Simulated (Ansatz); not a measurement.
**Ru: straining the crystal, a stretch of c alone**

The task here is to estimate one member of a computed series from the others.

Method: DFT PBEsol, scalar-relativistic, plane waves, PAW, in Ansatz 0.2.0.

2 further runs of the same task are left out: 2 set aside as unsound or not needed.

## The starting structure

It takes space group P6_3/mmc (No. 194, hexagonal). Conventional cell: a = 2.689 Å, b = 2.689 Å, c = 4.252 Å, α = 90.00°, β = 90.00°, γ = 120.00°. Ru (site symmetry -6m2) is surrounded by 12 Ru at 2.63 to 2.69 Å.

Structure file:

```cif
data_structure
_symmetry_space_group_name_H-M 'P6_3/mmc'
_symmetry_Int_Tables_number 194
_cell_length_a 2.6895
_cell_length_b 2.6895
_cell_length_c 4.2519
_cell_angle_alpha 90.000
_cell_angle_beta 90.000
_cell_angle_gamma 120.000
_cell_volume 26.64
loop_
_atom_site_label
_atom_site_type_symbol
_atom_site_symmetry_multiplicity
_atom_site_Wyckoff_symbol
_atom_site_fract_x
_atom_site_fract_y
_atom_site_fract_z
_atom_site_occupancy
Ru1 Ru 2 c 0.33333 0.66667 0.25000 1
```

It goes back to an entry of the Materials Project.

It is the result of an earlier relaxation at this level (volume 13.32 Å³/atom; gap on the mesh: none (metal)).

The first run:

The input, input.yaml:

```yaml
crystal:
  lattice:
    - [2.6894812013, 0.0, 0.0]
    - [-1.3447406006, 2.3291590433, 0.0]
    - [0.0, 0.0, 4.2519430485]
  atoms:
    - { symbol: Ru, position: [0.3333333333, 0.6666666667, 0.25] }
    - { symbol: Ru, position: [0.6666666667, 0.3333333333, 0.75] }
basis:
  ecutwfc: 420
kpoints:
  mp_grid: { grid: [24, 24, 12] }
hamiltonian:
  xc: pbesol
scf:
  occupations: { method: gaussian, width: 0.1 }
output:
  forces: true
  stress: true
  eigenvalues: true
```

Started as:

```sh
> ansatz run input.yaml --threads 1 --pin off --max-ram 2560MiB --backend cpu --events-out ev --progress --plain --runs-dir out
```

Steps of the session up to this table: Reference cell for the strains; The cell strained by -1.0 %; The cell strained by +1.0 %; At -2.0 %; The cell strained by +2.0 %; At -3.0 %; The cell strained by +3.0 %.

One of the session's tables, all rows but one given; the rest of the session is left out.

It belongs to the step «Energy and stress against strain (a metal throughout)». Lengths are those of the vectors of the cell that was run; stresses in GPa:

```
strain (%)  ΔE (meV/atom)  c (Å)
      -3.0           26.3  4.124
      -2.0           10.9  4.167
      -1.0              ?      ?
      +0.0            0.0  4.252
      +1.0            3.4  4.294
      +2.0           12.1  4.337
      +3.0           25.7  4.380
```

Q: Estimate the row for strain (%) = -1.0 from the others.

Worked estimate for «ΔE (meV/atom)». A straight line through the neighbours (-2.0, 10.9) and (0.0, 0.0) gives 10.9 + (0.0 − 10.9) × (-1.0 + 2.0) / (0.0 + 2.0) = 5.5; a parabola fitted to 4 rows on both sides gives 2.3.

**Answer.** ΔE (meV/atom): 2.3; c (Å): 4.209. In «ΔE (meV/atom)» the line misses by +3.2 and the parabola by 0.0.

ΔE is over the unstrained cell. Stress in GPa, positive in compression, on the Cartesian axes of the input. 
